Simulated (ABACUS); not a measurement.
## FeO (Wuestite): equation of state with PBE

FeO (Wuestite):

```xyz
2
Lattice="1.5188 0.8769 2.5196 -1.5188 0.8769 2.5196 0.0000 -1.7538 2.5196" Properties=species:S:1:pos:R:3 pbc="T T T"
Fe    0.0000    0.0000    0.0000
O     0.0000    0.0000    3.7794
```

| Item | Value |
| --- | --- |
| Program | ABACUS 3.10.1 |
| Task | equation of state |
| Functional | PBE |
| Potentials or basis | PseudoDojo NC SR 0.4.1 PBE standard |
| Cutoff | 1361 eV |
| Density cutoff | 5442 eV |
| Basis | TZDP LCAO (the cutoffs set its grid) |
| k mesh | 11 × 11 × 11 |
| Occupations | fermi-dirac, width 0.05 eV |
| Spin | collinear spin, ferromagnetic start |
| Starting moments | [3.0, 0.0] μB |

```
Equilibrium volume                        : 9.98 Å³/atom
Bulk modulus at fixed shape and positions : 185 GPa
Pressure derivative of the bulk modulus   : 4.6
```

Energy against volume, from the lowest point:
```
volume (Å³/atom)  energy (meV/atom)
           9.463              16.51
           9.664               5.61
           9.866               0.25
          10.067               0.00
          10.268               4.08
          10.470              12.31
          10.671              23.98
```

All runs of the series together: 4.3 min on 4 threads of INTEL(R) XEON(R) PLATINUM 8581C CPU @ 2.10GHz (Emerald Rapids), with other jobs on the host.

Caveat: the atomic orbitals were generated for these runs and aren't a published set; the cell was scaled at fixed shape and fractional positions, which overstates the stiffness of a crystal with free parameters, most of all of layers and chains; the basis of atomic orbitals isn't converged, which shifts pressures, moduli and gaps.
